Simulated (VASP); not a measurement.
CoO: relaxation of cell and atoms with SCAN+D4

CoO:

```
Co O
1.0
     0.00000    2.13150    2.13150
     2.13150    0.00000    2.13150
     2.13150    2.13150    0.00000
Co O
1 1
Cartesian
  0.0000 0.0000 0.0000
  2.1315 2.1315 2.1315
```

```yaml
Program: VASP 6.6.1
Task: relaxation of cell and atoms
Functional: SCAN
Dispersion: D4
Potentials_or_basis: VASP PAW PBE potentials, release 64 (Co, O)
Cutoff: 600 eV
k_mesh: 8 × 8 × 8
Occupations: fermi-dirac, width 0.05 eV
Spin: collinear spin, ferromagnetic start
Starting_moments: "[2.0, 0.0] μB"
Further_INCAR_settings: ALGO = Normal; EDIFF = 1e-06; IBRION = 2; EDIFFG = -0.01; NSW = 40; ISIF = 3
```

```yaml
Relaxed_volume: 9.22 Å³/atom
Relaxed_cell: a = 2.966 Å, b = 2.966 Å, c = 2.966 Å, α = 60.00°, β = 60.00°, γ = 60.00°
Space_group_after_relaxing_to_0.05_Å: Fm-3m (No. 225)
Energy_gained_by_relaxing: 11.2 meV/atom
Ionic_steps: 4
Pressure_after_relaxing: -0.1 GPa
Band_gap_on_the_k_mesh: none (metal or under the smearing width)
Net_moment: 2.93 μB per cell
Site_moments: Co +2.65; O +0.26 μB
Valence_electrons_inside_the_program's_atomic_spheres: Co 7.84; O 5.06
Dispersion_energy_per_atom: -0.088 eV
```

The path:
```tsv
step	energy change (eV)	largest force (eV/Å)	pressure (GPa)	volume (Å³)
1	0.0000	0.0000	-9.12	19.37
2	-0.0059	0.0000	6.99	17.86
3	-0.0225	0.0000	-1.50	18.58
4	-0.0223	0.0000	-0.11	18.45
```

Final structure:
```
CELL_PARAMETERS angstrom
0.00000 2.09723 2.09723
2.09723 0.00000 2.09723
2.09723 2.09723 0.00000
ATOMIC_POSITIONS crystal
Co 0.00000 0.00000 0.00000
O 0.50000 0.50000 0.50000
```

Levels at points of the mesh, in eV from the Fermi level:
Spin up:
```
           k point  band 7  band 8  band 9  band 10  band 11  band 12
(0.00, 0.00, 0.00)   -3.23   -3.23   -3.23     1.78    17.94    19.32
(0.50, 0.00, 0.00)   -2.01    0.06    0.06     5.87    10.63    14.54
(0.50, 0.50, 0.00)   -2.85   -2.36   -2.36     6.74    11.08    12.53
```
Spin down:
```
           k point  band 2  band 3  band 4  band 5  band 6  band 7  band 8  band 9  band 10  band 11
(0.00, 0.00, 0.00)   -2.58   -2.58   -2.58   -1.21   -1.21   -1.19    1.51    1.54     2.58    18.20
(0.50, 0.00, 0.00)   -7.95   -4.66   -4.66   -0.12   -0.10    0.21    4.30    4.32     6.31    11.74
(0.50, 0.50, 0.00)   -6.68   -3.95   -3.95   -2.34    0.08    0.08    2.09    2.67     7.94    11.81
```

Wall time 3.2 min on 1 thread of AMD EPYC 9R45 96-Core Processor (Zen 5), on a shared host, peak memory 0.15 GiB.

Caveat: the PAW data sets were made with another functional, which shifts forces and pressure a little; a cell with one magnetic atom can't hold antiferromagnetic order, which such compounds often take; semilocal functionals often make such compounds metallic where correlation or magnetic order opens a gap, which also shifts bond lengths; pairwise dispersion overbinds metals, which lowers pressure and volume. With open d or f shells a metallic result of SCAN can be an artefact of self-interaction; +U or a hybrid may open a gap.
